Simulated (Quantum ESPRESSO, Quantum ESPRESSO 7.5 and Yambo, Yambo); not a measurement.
# Quasiparticle gap of BAs (F-43m) in Yambo

Wanted: ground state, empty states, screening and self-energy for BAs (F-43m).

Main program and level: Quantum ESPRESSO 7.5 and Yambo 5.3.0; PBE and many-body steps on it, plane waves.

**The experiments to reproduce.**

- Gap 1.82 eV: indirect gap from Tauc plot of optical absorption; UV-visible absorption, indirect Tauc plot; 300 K; bulk crystal (three thin as-grown single crystals with the same absorption edge) (“Photoluminescence mapping and time-domain thermo-photoluminescence for rapid imaging and measurement of thermal conductivity of boron arsenide”, 2019, arxiv:1910.07149).

- Gap 4.12 eV: direct gap from square of absorption coefficient, average of two samples; spectroscopic ellipsometry; 300 K; bulk crystal (CVT-grown opaque bulk crystals) (“Optical properties of cubic boron arsenide”, 2019, arxiv:1911.04914).

- Gap 2.02 eV: indirect gap from square root of absorption coefficient, average of three samples; transmission and reflection spectroscopy; 300 K; bulk crystal (CVT-grown platelets about 10 um thick) (“Optical properties of cubic boron arsenide”, 2019, arxiv:1911.04914).

This is a report of a sequence of runs, with most program output left out.

## Step 1: Set-up

Symmetry: F-43m, No. 216, cubic system. The conventional cell has a = 4.777 Å, b = 4.777 Å, c = 4.777 Å, α = 90.00°, β = 90.00°, γ = 90.00°. B has 4 As at 2.07 Å nearest. Nearest to As lie 4 B at 2.07 Å. Farther neighbours are not listed.

The cell and positions come from the Crystallography Open Database and are kept as given unless a step says otherwise.

## Step 2: Ground state

This step: Quantum ESPRESSO 7.5; DFT, PBE, plane waves, norm-conserving pseudopotentials.

The ground-state density comes first.

Contents of pw.in:

```
&control
  calculation = 'scf'
  prefix = 'x'
  outdir = 'o'
  pseudo_dir = 'pseudo'
/
&system
  ibrav = 0
  nat = 2
  ntyp = 2
  ecutwfc = 76.0
  nbnd = 14
  force_symmorphic = .true.
/
&electrons
  conv_thr = 1e-10
  electron_maxstep = 80
  mixing_beta = 0.5
/
ATOMIC_SPECIES
  B 10.81 B.upf
  As 74.922 As.upf
CELL_PARAMETERS angstrom
  -0.0000000000 2.3885000000 2.3885000000
  2.3885000000 -0.0000000000 2.3885000000
  2.3885000000 2.3885000000 -0.0000000000
ATOMIC_POSITIONS crystal
  B 0.0000000000 0.0000000000 0.0000000000
  As 0.2500000000 0.2500000000 0.2500000000
K_POINTS automatic
  8 8 8 0 0 0
```

Run with:

```
$ OMP_NUM_THREADS=1 mpirun -n 4 pw.x -nk 4 -in pw.in > pw.out
```

Elapsed: 4.6 s, on 4 MPI ranks of Arm Neoverse V1, shared host; peak memory 0.21 GiB.

This step gave:

```yaml
total_energy: -2966.2869 eV
gap: 1.209 eV
k_of_the_valence_top: 0, 0, 0
k_of_the_conduction_bottom: 0, 0.375, 0.375
least_direct_gap: 3.292 eV
```

The gap is indirect, with the least direct gap 2.08 eV higher.

## Step 3: Bands along the symmetry lines

Levels along a band path, at the cheap level, show where the edges lie and whether the meshes to come will hold them.

Contents of pw.in:

```
&control
  calculation = 'bands'
  prefix = 'x'
  outdir = 'o'
  pseudo_dir = 'pseudo'
/
&system
  ibrav = 0
  nat = 2
  ntyp = 2
  ecutwfc = 76.0
  nbnd = 15
  force_symmorphic = .true.
/
&electrons
  conv_thr = 1e-9
  electron_maxstep = 80
  diago_full_acc = .true.
  diago_thr_init = 5e-6
/
ATOMIC_SPECIES
  B 10.81 B.upf
  As 74.922 As.upf
CELL_PARAMETERS angstrom
  -0.0000000000 2.3885000000 2.3885000000
  2.3885000000 -0.0000000000 2.3885000000
  2.3885000000 2.3885000000 -0.0000000000
ATOMIC_POSITIONS crystal
  B 0.0000000000 0.0000000000 0.0000000000
  As 0.2500000000 0.2500000000 0.2500000000
K_POINTS crystal
  50
  0.00000000 0.00000000 0.00000000 1
  -0.06250000 -0.06250000 0.00000000 1
  -0.12500000 -0.12500000 0.00000000 1
  -0.18750000 -0.18750000 0.00000000 1
  -0.25000000 -0.25000000 0.00000000 1
  -0.31250000 -0.31250000 0.00000000 1
  -0.37500000 -0.37500000 0.00000000 1
  -0.43750000 -0.43750000 0.00000000 1
  -0.50000000 -0.50000000 0.00000000 1
  -0.48437500 -0.48437500 0.03125000 1
  -0.46875000 -0.46875000 0.06250000 1
  -0.45312500 -0.45312500 0.09375000 1
  -0.43750000 -0.43750000 0.12500000 1
  -0.42187500 -0.42187500 0.15625000 1
  -0.40625000 -0.40625000 0.18750000 1
  -0.39062500 -0.39062500 0.21875000 1
  -0.37500000 -0.37500000 0.25000000 1
  -0.37500000 0.00000000 0.37500000 1
  -0.32812500 0.00000000 0.32812500 1
  -0.28125000 0.00000000 0.28125000 1
  -0.23437500 0.00000000 0.23437500 1
  -0.18750000 0.00000000 0.18750000 1
  -0.14062500 0.00000000 0.14062500 1
  -0.09375000 0.00000000 0.09375000 1
  -0.04687500 0.00000000 0.04687500 1
  0.00000000 0.00000000 0.00000000 1
  0.00000000 0.00000000 0.06250000 1
  0.00000000 0.00000000 0.12500000 1
  0.00000000 0.00000000 0.18750000 1
  0.00000000 0.00000000 0.25000000 1
  0.00000000 0.00000000 0.31250000 1
  0.00000000 0.00000000 0.37500000 1
  0.00000000 0.00000000 0.43750000 1
  -0.00000000 -0.00000000 0.50000000 1
  -0.06250000 -0.03125000 0.46875000 1
  -0.12500000 -0.06250000 0.43750000 1
  -0.18750000 -0.09375000 0.40625000 1
  -0.25000000 -0.12500000 0.37500000 1
  -0.31250000 -0.15625000 0.34375000 1
  -0.37500000 -0.18750000 0.31250000 1
  -0.43750000 -0.21875000 0.28125000 1
  -0.50000000 -0.25000000 0.25000000 1
  -0.50000000 -0.28125000 0.21875000 1
  -0.50000000 -0.31250000 0.18750000 1
  -0.50000000 -0.34375000 0.15625000 1
  -0.50000000 -0.37500000 0.12500000 1
  -0.50000000 -0.40625000 0.09375000 1
  -0.50000000 -0.43750000 0.06250000 1
  -0.50000000 -0.46875000 0.03125000 1
  -0.50000000 -0.50000000 0.00000000 1
```

Elapsed: 2.7 s, on 4 MPI ranks; peak memory 0.18 GiB.

Numbers from this step:

```
gap                        : 1.209 eV
k of the valence top       : 0, 0, 0
k of the conduction bottom : -0.375, -0.375, 0
least direct gap           : 3.292 eV
```

The gap is 1.209 eV, as in the run before at this level.

The electronic bands at the labelled points (eV, zero at the top of the highest filled band):

```tsv
point	band 6	band 7	band 8	band 9	band 10	band 11	band 12	band 13
Γ	-15.40	0.00	0.00	0.00	3.29	3.29	3.29	4.69
halfway	-14.05	-4.10	-2.70	-2.70	1.67	4.55	7.42	7.42
X	-11.22	-8.51	-4.07	-4.07	1.45	1.46	11.39	11.39
halfway	-11.19	-8.41	-4.90	-3.92	1.61	2.81	10.72	10.82
U	-11.26	-8.13	-5.94	-3.48	2.06	5.57	9.24	9.78
jump to K	-11.26	-8.13	-5.94	-3.48	2.06	5.57	9.24	9.78
halfway	-13.91	-5.13	-3.78	-1.13	3.99	4.92	5.80	7.02
Γ	-15.40	0.00	0.00	0.00	3.29	3.29	3.29	4.69
halfway	-14.40	-4.93	-1.15	-1.15	3.08	4.67	4.67	7.92
L	-12.53	-8.77	-1.82	-1.82	2.70	4.81	4.81	8.91
halfway	-11.96	-8.28	-4.55	-3.07	3.99	4.79	7.48	9.06
W	-11.06	-8.05	-5.48	-5.18	5.28	5.95	6.83	7.06
halfway	-11.14	-8.31	-4.81	-4.69	2.91	3.02	9.72	10.01
X	-11.22	-8.51	-4.07	-4.07	1.45	1.46	11.39	11.39
```

## Step 4: Empty states on the mesh, 4×4×4 mesh, 70 bands

The sums over transitions need many empty states on a uniform mesh; this step solves for them.

Contents of pw.in:

```
&control
  calculation = 'nscf'
  prefix = 'x'
  outdir = 'o'
  pseudo_dir = 'pseudo'
/
&system
  ibrav = 0
  nat = 2
  ntyp = 2
  ecutwfc = 76.0
  nbnd = 70
  force_symmorphic = .true.
/
&electrons
  conv_thr = 1e-9
  electron_maxstep = 80
  diago_full_acc = .true.
  diago_thr_init = 5e-6
/
ATOMIC_SPECIES
  B 10.81 B.upf
  As 74.922 As.upf
CELL_PARAMETERS angstrom
  -0.0000000000 2.3885000000 2.3885000000
  2.3885000000 -0.0000000000 2.3885000000
  2.3885000000 2.3885000000 -0.0000000000
ATOMIC_POSITIONS crystal
  B 0.0000000000 0.0000000000 0.0000000000
  As 0.2500000000 0.2500000000 0.2500000000
K_POINTS automatic
  4 4 4 0 0 0
```

Elapsed: 2.8 s, on 4 MPI ranks; peak memory 0.22 GiB; 11 s of CPU time.

Numbers from this step:

* gap: 1.454 eV
* k of the valence top: 0, 0, 0
* k of the conduction bottom: 0, -0.5, -0.5
* least direct gap: 3.292 eV
* k points computed: 8
* lowest point of the top converged band, above the valence top: 86.7811 eV

On this mesh the gap is 1.454 eV. The earlier step found 1.209 eV, so this mesh misses an edge.

## Step 5: Conversion and set-up

This step: Yambo 5.3.0; conversion and set-up on PBE, plane waves, norm-conserving pseudopotentials.

The states are converted to the many-body program's format and the q mesh is built.

Run with:

```
$ (cd o/x.save; p2y > p2y.log; mv SAVE ../..); yambo > setup.log
```

It took 2.1 s on 1 MPI rank; peak memory 0.24 GiB.

## Step 6: Screening and self-energy, 4×4×4 mesh, 70 bands, screening to 129.3 eV

G0W0 replaces the xc potential by the self-energy, built once from these orbitals. Only a window of levels is corrected, while the sums run over the empty bands that the input names.

This step: G0W0 on PBE, plane waves, norm-conserving pseudopotentials.

Contents of gw1.in:

```
HF_and_locXC
gw0
dyson
ppa
em1d
rim_cut
RandQpts= 1000000
RandGvec= 1 RL
EXXRLvcs= 76 Ry
VXCRLvcs= 304 Ry
Chimod= "HARTREE"
% BndsRnXp
 1 | 70 |
%
NGsBlkXp= 9.5 Ry
% LongDrXp
 1 | 1 | 1 |
%
% GbndRnge
 1 | 70 |
%
DysSolver= "n"
ExtendOut
PPAPntXp= 27.21138 eV
% QPkrange
 1 | 8 | 6 | 13 |
%
```

Run with:

```
$ OMP_NUM_THREADS=1 mpirun -n 4 yambo -F gw1.in -J gw1 -C gw1 > gw1.log
```

Wall time 75 s (4 MPI ranks); peak memory 1.3 GiB; 4.9 min of CPU time.

This step gave:

```
G0W0 gap on the mesh                         : 2.277 eV
starting gap on the mesh                     : 1.454 eV
k of the valence top                         : 0, 0, 0
k of the conduction bottom                   : 0, -0.5, -0.5
least direct G0W0 gap on the computed points : 4.080 eV
Z at the valence top                         : 0.8068
Z at the conduction bottom                   : 0.8172
```

The gap on the mesh goes from 1.45 eV to 2.28 eV, a correction of +0.82 eV. The start differs from the 1.21 eV found before because the two sample other k points.

Limits: finite bands, cutoff and mesh; exchange with frozen shells missing; no spin-orbit coupling; coarse k mesh. v1 is the top filled band, c1 the lowest empty one. The levels before and after the correction (eV, zero at the valence-band top of each column):

```tsv
	conduction bottom	valence top
Kohn-Sham	1.45	0.00
G0W0	2.28	0.00
```

```tsv
	level	energy (eV)
Kohn-Sham	Γ v3-v1	0.000
Kohn-Sham	Γ c1-c3	3.292
Kohn-Sham	(0 -0.5 -0.5) v3	-8.514
Kohn-Sham	(0 -0.5 -0.5) v2-v1	-4.072
Kohn-Sham	(0 -0.5 -0.5) c1	1.454
Kohn-Sham	(0 -0.5 -0.5) c2	1.459
Kohn-Sham	(0 -0.5 -0.5) c3	11.392
G0W0	Γ v3-v1	0.000
G0W0	Γ c1-c3	4.080
G0W0	(0 -0.5 -0.5) v3	-8.947
G0W0	(0 -0.5 -0.5) v2-v1	-4.378
G0W0	(0 -0.5 -0.5) c1	2.277
G0W0	(0 -0.5 -0.5) c2	2.322
G0W0	(0 -0.5 -0.5) c3	12.374
```

## Step 7: Where the time went

Times are wall times on the hardware named with each run, good to a factor of about two.

```tsv
step	time	share	memory (GiB)
ground state	4.6 s	5 %	0.21
bands along the symmetry lines	2.7 s	3 %	0.18
empty states on the mesh	2.8 s	3 %	0.22
conversion and set-up	2.1 s	2 %	0.24
screening and self-energy	75 s	86 %	1.3
```

## Step 8: What came out

| Quantity | Value |
| --- | --- |
| PBE gap | 1.21 eV, indirect |
| G0W0 gap on the mesh | 2.28 eV |
| G0W0 gap over the zone (rigid shift) | 2.03 eV |
| GW settings | 4×4×4 mesh, 70 bands, screening to 129.3 eV, Godby-Needs plasmon pole |
| known limits | not at the basis limit; exchange with frozen shells missing; no spin-orbit coupling; coarse k mesh |

**Reading.** G0W0 moves the gap on the mesh from 1.45 eV to 2.28 eV (+0.82 eV), with Z of 0.81 and 0.82 at the edges. The mesh misses the band edges by 0.25 eV in all; a rigid shift gives 2.03 eV for the zone. The dearest step here is «screening and self-energy». Against experiment, by G0W0@PBE: the gap of 2.03 eV lies +0.21 eV from the measured 1.82 eV (indirect, 300 K, 2019); the direct gap of 4.08 eV lies −0.04 eV from the measured 4.12 eV (direct, 300 K, 2019); the gap of 2.03 eV lies +0.01 eV from the measured 2.02 eV (indirect, 300 K, 2019). An exciton line or allowed optical edge lies below the quasiparticle gap by the binding energy; a forbidden edge can push the onset above it. The calculation has static nuclei and no excitons; a measured gap holds zero-point and thermal motion, which mostly lowers it. Bands and cutoff are finite, so the gap is not at the basis limit. The miss can reach some tenths of an eV and take either sign; the mesh is an error of its own. A denser mesh or path gives a starting gap of 1.21 eV: the GW mesh misses a band edge, so its gaps are not the fundamental one. The 4×4×4 mesh is coarse for this cell, which bears on the long-range parts of exchange and screening. The norm-conserving file of at least one element keeps a d shell over frozen s and p shells of the same row. Exchange with those shells is missing from the self-energy, an error of 0.3 to 0.9 eV in cases checked, whose sign depends on which edge lies on those atoms. The many-body steps are scalar-relativistic: spin-orbit coupling is not in them.

[Paths, hosts, dates, memory and timing lines, banners, echoed tables and standing remarks are left out of the program output.]

[Logs are printed without paths, hosts, clocks, repeated set-up lines and the standing remarks that a program may print on its own settings, such as how far it seeks lower states.]

[Runs of the session that timed out or met a known fault of the program may be left out.]

[Hosts, paths, dates, database ids (printed as entryN), source tags and the programs' standing remarks are cut or masked in the printed files.]
